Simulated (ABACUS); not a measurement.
Ru:

```
Ru
1.0
     2.70580    0.00000    0.00000
    -1.35290    2.34329    0.00000
     0.00000    0.00000    4.28190
Ru
2
Direct
  0.66667 0.33333 0.75000
  0.33333 0.66667 0.25000
```

Base run:

- Program: ABACUS 3.10.1
- Functional: AM05
- Potentials or basis: GBRV ultrasoft 1.5 PBEsol
- Cutoff: 544 eV
- Density cutoff: 4354 eV
- Basis: plane waves
- k mesh: 9 × 9 × 5
- Occupations: fermi-dirac, width 0.05 eV
- Spin: no spin polarisation

Its results: band gap on the k mesh none (metal or under the smearing width); pressure -8.9 GPa.

Task: The run is repeated on the same cell with these changes: functional from AM05 to LDA; potentials or basis from GBRV ultrasoft 1.5 PBEsol to PseudoDojo NC SR 0.4.1 LDA stringent; cutoff from 544 eV to 1211 eV; density cutoff from 4354 eV to 4844 eV. What comes out?

Result: Band gap on the k mesh none (metal or under the smearing width); pressure -11.5 GPa.

Caveats: the potentials were made for another functional, which shifts forces and pressure (some runs).

Not every run made on this cell is shown here.
